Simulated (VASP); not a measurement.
# Hf (Fm-3m) in VASP: single point with PBEsol

Aim: the single point of Hf with PBEsol.

Program: VASP 6.6.1. These are calculated values, not measurements. Logs are shortened: lines on timing, memory, paths and dates and some standing lists are left out, and cuts for length are marked.

**1. Starting point**

The structure is cubic, space group Fm-3m (No. 225). The conventional cell has a = 4.443 Å, b = 4.443 Å, c = 4.443 Å, α = 90.00°, β = 90.00°, γ = 90.00°. Around Hf (site symmetry m-3m) lie 12 Hf at 3.14 Å.

The cell was built by a generator and needn't be a form met in nature.

**2. Single point, PBEsol**

Contents of INCAR:

```
SYSTEM = Hf
ALGO = Fast
EDIFF = 1E-6
ENCUT = 520
GGA = PS
ISIF = 2
ISMEAR = -1
LASPH = .True.
LCHARG = .False.
LREAL = .False.
LWAVE = .False.
NBANDS = 11
NELM = 80
PREC = Accurate
SIGMA = 0.0512
```

Contents of KPOINTS:

```
k-points
0
Gamma
  13 13 13
  0 0 0
```

Contents of POSCAR:

```
Hf
1.0
    0.0000000000      2.2215140000      2.2215140000
    2.2215140000      0.0000000000      2.2215140000
    2.2215140000      2.2215140000      0.0000000000
Hf
1
Direct
    0.0000000000      0.0000000000      0.0000000000
```

Potentials or basis: VASP PAW PBE potentials, release 64 (Hf_pv).

Started as:

```sh
cat potpaw_PBE.64/Hf_pv/POTCAR > POTCAR
mpirun -np 1 vasp_std > vasp.out
```

OUTCAR:

```text
SYSTEM = Hf
   EDIFF = 1E-6
   ENCUT = 520
   GGA = PS
   ISIF = 2
   ISMEAR = -1
   LASPH = .True.
   LREAL = .False.
   NELM = 80
   PREC = Accurate

 ion  position               nearest neighbor table
   1  0.000  0.000  0.000-

  LATTYP: Found a face centered cubic cell.
 ALAT       =     4.4430280000

  Lattice vectors:

 A1 = (   0.0000000000,   2.2215140000,   2.2215140000)
 A2 = (   2.2215140000,   0.0000000000,   2.2215140000)
 A3 = (   2.2215140000,   2.2215140000,   0.0000000000)

Analysis of symmetry for initial positions (statically):
=====================================================================
 Subroutine PRICEL returns:
 Original cell was already a primitive cell.

 Routine SETGRP: Setting up the symmetry group for a
 face centered cubic supercell.

 Subroutine GETGRP returns: Found 48 space group operations
 (whereof 48 operations were pure point group operations)
 out of a pool of 48 trial point group operations.

The static configuration has the point symmetry O_h .

Analysis of symmetry for dynamics (positions and initial velocities):
=====================================================================
 Subroutine PRICEL returns:
 Original cell was already a primitive cell.

 Routine SETGRP: Setting up the symmetry group for a
 face centered cubic supercell.

 Subroutine GETGRP returns: Found 48 space group operations
 (whereof 48 operations were pure point group operations)
 out of a pool of 48 trial point group operations.

The dynamic configuration has the point symmetry O_h .

 Subroutine INISYM returns: Found 48 space group operations
 (whereof 48 operations are pure point group operations),
 and found     1 'primitive' translations

----------------------------------------------------------------------------------------

                                     Primitive cell

  volume of cell :      21.9269

  direct lattice vectors                    reciprocal lattice vectors
     0.000000000  2.221514000  2.221514000    -0.225071730  0.225071730  0.225071730
     2.221514000  0.000000000  2.221514000     0.225071730 -0.225071730  0.225071730
     2.221514000  2.221514000  0.000000000     0.225071730  0.225071730 -0.225071730

  length of vectors
     3.141695228  3.141695228  3.141695228     0.389835672  0.389835672  0.389835672

  position of ions in fractional coordinates (direct lattice)
     0.000000000  0.000000000  0.000000000

  ion indices of the primitive-cell ions
   primitive index   ion index
                 1           1

----------------------------------------------------------------------------------------

 KPOINTS: k-points

Automatic generation of k-mesh.
 Grid dimensions read from file:
 generate k-points for:   13   13   13

 Generating k-lattice:

  Cartesian coordinates                     Fractional coordinates (reciprocal lattice)
    -0.017313210  0.017313210  0.017313210     0.076923077  0.000000000  0.000000000
     0.017313210 -0.017313210  0.017313210     0.000000000  0.076923077  0.000000000
     0.017313210  0.017313210 -0.017313210     0.000000000  0.000000000  0.076923077

  Length of vectors
     0.029987359  0.029987359  0.029987359

  Shift w.r.t. Gamma in fractional coordinates (k-lattice)
     0.000000000  0.000000000  0.000000000

 Subroutine IBZKPT returns following result:
 ===========================================

 Found     84 irreducible k-points:

 Following reciprocal coordinates:
            Coordinates               Weight
  0.000000  0.000000  0.000000      1.000000
  0.076923  0.000000  0.000000      8.000000
  0.153846  0.000000  0.000000      8.000000
  0.230769  0.000000  0.000000      8.000000
  0.307692  0.000000  0.000000      8.000000
  0.384615  0.000000  0.000000      8.000000
[... 16 lines left out ...]
  0.384615  0.153846  0.000000     24.000000
  0.461538  0.153846  0.000000     24.000000
 [... further k-points ...]
   k-points           NKPTS =     84   k-points in BZ     NKDIM =     84   number of bands    NBANDS=     11
   number of dos      NEDOS =    301   number of ions     NIONS =      1
   total plane-waves  NPLWV =  13824
   dimension x,y,z NGX =    24 NGY =   24 NGZ =   24
   dimension x,y,z NGXF=    48 NGYF=   48 NGZF=   48
   ions per type =               1
   NGX,Y,Z   is equivalent  to a cutoff of  12.70, 12.70, 12.70 a.u.
   NGXF,Y,Z  is equivalent  to a cutoff of  25.40, 25.40, 25.40 a.u.
 SYSTEM =  Hf
   PREC   = accura    normal or accurate (medium, high low for compatibility)
   ISTART =      0    job   : 0-new  1-cont  2-samecut
   ICHARG =      2    charge: 1-file 2-atom 10-const
   ISPIN  =      1    spin polarized calculation?
   LNONCOLLINEAR =      F non collinear calculations
   LSORBIT =      F    spin-orbit coupling
   LASPH  =      T    aspherical Exc in radial PAW
   ENCUT  =  520.0 eV  38.22 Ry    6.18 a.u.   5.84  5.84  5.84*2*pi/ulx,y,z
   NELM   =     80;   NELMIN=  2; NELMDL= -5     # of ELM steps
   EDIFF  = 0.1E-05   stopping-criterion for ELM
   LREAL  =      F    real-space projection
   EDIFFG = 0.1E-04   stopping-criterion for IOM
   NSW    =      0    number of steps for IOM
   IBRION =     -1    ionic relax: 0-MD 1-quasi-New 2-CG
   NFREE  =      0    steps in history (QN), initial steepest desc. (CG)
   ISIF   =      2    stress and relaxation
   ISYM   =      2    0-nonsym 1-usesym 2-fastsym
   POTIM  = 0.5000    time-step for ionic-motion
   TEBEG  =    0.0;   TEEND  =   0.0 temperature during run
   PSTRESS=    0.0 pullay stress
   NELECT =      10.0000    total number of electrons
   NUPDOWN=      -1.0000    fix difference up-down
   EMIN   =  10.00;   EMAX   =-10.00  energy-range for DOS
   EFERMI =   0.00;   METHOD = LEGACY
   ISMEAR =    -1;   SIGMA  =   0.05  broadening in eV -4-tet -1-fermi 0-gaus
   EFERMI_NEDOS =   21; number of points for ismear=-14 and -15
   IALGO  =     68    algorithm
   IMIX   =      4    mixing-type and parameters
     AMIX     =   0.40;   BMIX     =  1.00
     AMIX_MAG =   1.60;   BMIX_MAG =  1.00
  volume/ion in A,a.u.               =      21.93       147.97
  Fermi-wavevector in a.u.,A,eV,Ry     =   1.260131  2.381303 21.605109  1.587931
  Thomas-Fermi vector in A             =   2.393656
   LORBIT       =      0    0 simple, 1 ext, 2 COOP (PROOUT), +10 PAW based schemes
   GGA     = PS    functional components
   LHFCALC =     F    Hartree Fock is set to
   AEXX    =    0.0000 exact exchange contribution
   IVDW    =     0    specifies the selected vdW correction
   LEPSILON=     F    determine dielectric tensor
   LRPA    =     F    only Hartree local field effects (RPA)
 non-spin polarized calculation
 RMM-DIIS sequential band-by-band and
  energy-cutoff  :      520.00
  volume of cell :       21.93
 maximum number of plane-waves:       609
   NGX = 11   NGY = 11   NGZ = 11

 number of electron      10.0000000 magnetization

 number of electron       9.9999999 magnetization

 Free energy of the ion-electron system (eV)
  ---------------------------------------------------
  ext. energy  EPLUGINS =         0.00000000
  ---------------------------------------------------
  free energy    TOTEN  =       -10.43732300 eV

  energy without entropy =      -10.42503253  energy(sigma->0) =      -10.43117776

 E-fermi :   4.7145     XC(G=0): -11.4853

 val. band max:        4.7091110011   @ k =  -0.2308   0.0769   0.0000
 cond. band min:       4.7195480625   @ k =  -0.1538   0.1538   0.0000
 fundamental gap:      0.0104370614
 Fermi energy:         4.7144926479

 k-point     1 :       0.0000    0.0000    0.0000
  band No.  band energies     occupation
      1     -25.1706      2.00000
      2     -25.1706      2.00000
      3     -25.1706      2.00000
      4      -2.5646      2.00000
      5       6.1186      0.00000
      6       6.1186      0.00000
      7       6.1186      0.00000
      8       8.9739      0.00000
      9       8.9739      0.00000
     10      16.1584      0.00000
     11      17.8366      0.00000

 k-point     2 :       0.0769    0.0000    0.0000
  band No.  band energies     occupation
      1     -25.2242      2.00000
      2     -25.1773      2.00000
      3     -25.1773      2.00000
      4      -2.3528      2.00000
      5       5.9058      0.00000
      6       6.2194      0.00000
      7       6.2194      0.00000
      8       8.8635      0.00000
      9       8.8635      0.00000
     10      16.6269      0.00000
     11      19.5084      0.00000

 k-point     3 :       0.1538    0.0000    0.0000
  band No.  band energies     occupation
      1     -25.3703      2.00000
      2     -25.1960      2.00000
      3     -25.1960      2.00000
      4      -1.7531      2.00000
      5       5.4133      0.00000
      6       6.4372      0.00000
      7       6.4372      0.00000
      8       8.6886      0.00000
      9       8.6886      0.00000
     10      17.4386      0.00000
     11      18.4914      0.00000

 k-point     4 :       0.2308    0.0000    0.0000
  band No.  band energies     occupation
      1     -25.5705      2.00000
      2     -25.2221      2.00000
      3     -25.2221      2.00000
      4      -0.8815      2.00000
      5       4.9253      0.03204
      6       6.5085      0.00000
      7       6.5085      0.00000
      8       8.8432      0.00000
      9       8.8432      0.00000
     10      16.4749      0.00000
     11      19.4749      0.00000
[... 239 lines left out ...]
 k-point    22 :       0.3077    0.1538    0.0000
  band No.  band energies     occupation
      1     -25.6633      2.00000
      2     -25.3035      2.00000
      3     -25.2995      2.00000
      4       0.0603      2.00000
      5       4.2435      1.99980
      6       5.9634      0.00000
      7       7.1362      0.00000
      8       8.4368      0.00000
      9      10.0786      0.00000
     10      17.4321      0.00000
     11      17.8636      0.00000

 k-point    23 :       0.3846    0.1538    0.0000
  band No.  band energies     occupation
      1     -25.8224      2.00000
      2     -25.3418      2.00000
      3     -25.3249      2.00000
      4       0.9358      2.00000
      5       4.1467      1.99997
      6       5.4851      0.00000
      7       6.9476      0.00000
      8       9.5835      0.00000
      9      10.7812      0.00000
     10      16.0284      0.00000
     11      18.7621      0.00000

 k-point    24 :       0.4615    0.1538    0.0000
  band No.  band energies     occupation
      1     -25.9360      2.00000
      2     -25.3844      2.00000
      3     -25.3324      2.00000
      4       1.5247      2.00000
      5       4.2637      1.99970
      6       5.3768      0.00000
      7       6.7052      0.00000
      8      10.8356      0.00000
      9      11.2552      0.00000
     10      14.4641      0.00000
     11      17.8297      0.00000

 [... further k-points ...]

------------------------ aborting loop because EDIFF is reached ----------------------------------------

  FORCE on cell =-STRESS in cart. coord.  units (eV):
  Direction    XX          YY          ZZ          XY          YZ          ZX
  --------------------------------------------------------------------------------------
  -------------------------------------------------------------------------------------
  Total       -0.2777549     -0.2777549     -0.2777549     -0.0000000      0.0000000      0.0000000
  in kB      -20.2952846    -20.2952846    -20.2952846     -0.0000000      0.0000000      0.0000000
  external PRESSURE =     -20.2952846 kB  Pullay stress =       0.0000000 kB

 VOLUME and BASIS-vectors are now :
 -----------------------------------------------------------------------------
  energy-cutoff  :      520.00
  volume of cell :       21.93
      direct lattice vectors                 reciprocal lattice vectors
     0.000000000  2.221514000  2.221514000    -0.225071730  0.225071730  0.225071730
     2.221514000  0.000000000  2.221514000     0.225071730 -0.225071730  0.225071730
     2.221514000  2.221514000  0.000000000     0.225071730  0.225071730 -0.225071730

 POSITION                                       TOTAL-FORCE (eV/Angst)
 -----------------------------------------------------------------------------------
      0.00000      0.00000      0.00000         0.000000     -0.000000      0.000000
 -----------------------------------------------------------------------------------
    total drift:                               -0.000000      0.000000      0.000000

  FREE ENERGIE OF THE ION-ELECTRON SYSTEM (eV)
  ---------------------------------------------------
  free  energy   TOTEN  =       -10.4373229951 eV

  energy  without entropy=      -10.4250325276  energy(sigma->0) =      -10.43117776
```

It took 15 s on 1 thread of Intel Xeon Platinum 8488C (Sapphire Rapids), shared host; peak memory 0.14 GiB.

Results:

```
Free energy            : -10.4373 eV
Pressure               : -2.0 GPa
Band gap on the k mesh : none (metal or under the smearing width)
```

Caveat: the PAW data sets were made with another functional, which shifts forces and pressure a little. Spin-orbit coupling is left out, which matters for the levels of Hf.
